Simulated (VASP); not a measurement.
Write the native input for VASP 6.6.1 that does the following.

| Item | Value |
| --- | --- |
| Task | single point |
| Functional | r2SCAN |
| Potentials or basis | VASP PAW PBE potentials, release 64 (Sn_d, Se) |
| Cutoff | 520 eV |
| k mesh | 6 × 6 × 4 |
| Occupations | fermi-dirac, width 0.02 eV |
| Spin | no spin polarisation |
| Dipole correction | no |
| Further INCAR settings | ALGO = Normal; EDIFF = 1e-06; NBANDS = 28 |

Crystal: SnSe.

```
CELL_PARAMETERS angstrom
4.13822 0.00000 0.00000
-2.06911 3.58380 0.00000
0.00000 0.00000 7.48409
ATOMIC_POSITIONS crystal
Sn 0.00000 0.00000 0.00000
Sn 0.00000 0.00000 0.50000
Se 0.33333 0.66667 0.25000
Se 0.66667 0.33333 0.75000
```

The cell was built by a generator and needn't be a form met in nature.

One way to write it, as run:

POSCAR

```
SnSe
1.0
    4.1382210466      0.0000000000      0.0000000000
   -2.0691105233      3.5838045528      0.0000000000
    0.0000000000      0.0000000000      7.4840920919
Sn Se
2 2
Direct
    0.0000000000      0.0000000000      0.0000000000
    0.0000000000      0.0000000000      0.5000000000
    0.3333333333      0.6666666667      0.2500000000
    0.6666666667      0.3333333333      0.7500000000
```

INCAR.step1

```
ALGO = Normal ; EDIFF = 1E-4
ENCUT = 520 ; GGA = PE
ISMEAR = -1 ; LASPH = True
LCHARG = False ; LREAL = False
LWAVE = True ; NBANDS = 28
NELM = 100 ; PREC = Accurate
SIGMA = 0.02
```

INCAR.step2

```
ALGO = Normal ; EDIFF = 1E-6
ENCUT = 520 ; ISIF = 2
ISMEAR = -1 ; ISTART = 1
LASPH = True ; LCHARG = False
LMIXTAU = True ; LREAL = False
LWAVE = False ; METAGGA = R2SCAN
NBANDS = 28 ; NELM = 100
PREC = Accurate ; SIGMA = 0.02
```

KPOINTS

```
k-points
0
Gamma
  6 6 4
```

Potentials or basis: VASP PAW PBE potentials, release 64 (Sn_d, Se).

Command:

```sh
$ cat potpaw_PBE.64/Sn_d/POTCAR potpaw_PBE.64/Se/POTCAR > POTCAR
$ cp INCAR.step1 INCAR
$ mpirun -np 1 vasp_std > vasp.out
$ cp INCAR.step2 INCAR
$ mpirun -np 1 vasp_std > vasp.out
```

Results of the run:

```yaml
Pressure: 0.0 GPa
Band_gap_on_the_k_mesh: none (metal or under the smearing width)
```

Caveat: the PAW data sets were made with another functional, which shifts forces and pressure a little.

It took 2.6 min on 1 thread of AMD EPYC 9R45 96-Core Processor (Zen 5), with other jobs on the host, peak memory 0.24 GiB.
